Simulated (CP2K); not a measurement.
Input of a CP2K 2026.2 run:

The input rb_charges.inp:

```
&GLOBAL
  PROJECT rb_charges
  RUN_TYPE ENERGY_FORCE
  PRINT_LEVEL LOW
&END GLOBAL
&FORCE_EVAL
  METHOD QS
  STRESS_TENSOR ANALYTICAL
  &DFT
    BASIS_SET_FILE_NAME BASIS_MOLOPT_UZH
    POTENTIAL_FILE_NAME POTENTIAL_UZH
    &MGRID
      CUTOFF 450
      REL_CUTOFF 60
      NGRIDS 4
    &END MGRID
    &QS
      METHOD GPW
      EPS_DEFAULT 1.0E-9
    &END QS
    &KPOINTS
      SCHEME MONKHORST-PACK 7 7 7
      GAMMA_CENTERED T
      SYMMETRY T
      SYMMETRY_BACKEND SPGLIB
    &END KPOINTS
    &SCF
      SCF_GUESS ATOMIC
      EPS_SCF 1.0E-6
      MAX_SCF 100
      ADDED_MOS 8
      CHOLESKY OFF
      EPS_EIGVAL 1.0E-7
      &DIAGONALIZATION ON
        ALGORITHM STANDARD
      &END DIAGONALIZATION
      &MIXING ON
        METHOD BROYDEN_MIXING
        ALPHA 0.4
        BETA 1.5
        NBUFFER 8
      &END MIXING
      &SMEAR ON
        METHOD FERMI_DIRAC
        ELECTRONIC_TEMPERATURE 580.23
      &END SMEAR
    &END SCF
    &XC
      &XC_FUNCTIONAL
        &GGA_X_PBE
        &END GGA_X_PBE
        &GGA_C_PBE
        &END GGA_C_PBE
      &END XC_FUNCTIONAL
    &END XC
    &PRINT
      &KPOINTS ON
      &END KPOINTS
      &MULLIKEN ON
      &END MULLIKEN
      &MO ON
        ENERGIES T
        OCCUPATION_NUMBERS T
        &EACH
          QS_SCF 0
        &END EACH
        ADD_LAST NUMERIC
      &END MO
      &LOWDIN ON
      &END LOWDIN
      &HIRSHFELD ON
        SHAPE_FUNCTION GAUSSIAN
      &END HIRSHFELD
      &VORONOI ON
        VORONOI_RADII VDW
      &END VORONOI
    &END PRINT
  &END DFT
  &SUBSYS
    &CELL
      A 4.8540723882 0.0000000000 0.0000000000
      B -1.6180241294 4.5764633361 0.0000000000
      C -1.6180241294 -2.2882316680 3.9633335086
      PERIODIC XYZ
    &END CELL
    &COORD
      SCALED
      Rb  0.0000000000 0.0000000000 0.0000000000
    &END COORD
    &KIND Rb
      BASIS_SET TZV2P-MOLOPT-PBE-GTH-q9
      POTENTIAL GTH-PBE-q9
    &END KIND
    &PRINT
      &ATOMIC_COORDINATES ON
      &END ATOMIC_COORDINATES
      &CELL ON
      &END CELL
    &END PRINT
  &END SUBSYS
  &PRINT
    &FORCES ON
    &END FORCES
    &STRESS_TENSOR ON
    &END STRESS_TENSOR
  &END PRINT
&END FORCE_EVAL
```

Potentials or basis: POTENTIAL_UZH Rb GTH-PBE-q9; TZV2P-MOLOPT-PBE-GTH basis.

Launch:

```console
$ OMP_NUM_THREADS=1 cp2k.psmp -i rb_charges.inp -o rb_charges.out
```

Problem. Predict the band gap on the k mesh.

Solution. None (metal or under the smearing width).

Problem. Estimate the pressure.

Solution. 0.1 GPa.

Caveat: the basis of atomic orbitals isn't converged, which shifts pressures, moduli and gaps.
